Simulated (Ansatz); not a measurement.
# Si (Fm-3m), two-dimensional strain map

These are results of DFT LDA, scalar-relativistic, plane waves, PAW in Ansatz, not measurements. Settings: plane waves to 420 eV, k-mesh 22×22×22 (Γ-centred), Gaussian smearing 0.15 eV. No spin polarisation. Energies are free energies at this smearing, counted from the undisturbed cell; pressure is positive in compression.

The undisturbed cell (as given, not relaxed at this level; it stands at -0.3 GPa; this fcc form isn't the usual structure):

```
Si
1.0
     0.00000    1.91083    1.91083
     1.91083    0.00000    1.91083
     1.91083    1.91083    0.00000
Si
1
Direct
  0.00000 0.00000 0.00000
```

The cell is strained by p along both x and y and by q along z, fractional coordinates fixed. Points are written (p, q).

Energy above the undisturbed cell in meV/atom (a dash: not computed):

```csv
p \ q,-0.030,0.000,0.030
-0.030,31.9,?,1.7
0.000,2.7,0.0,4.4
0.030,2.3,?,–
```

Task: Fill in the withheld energies.

Result: (-0.030, 0.000): 12.9; (0.030, 0.000): 14.4.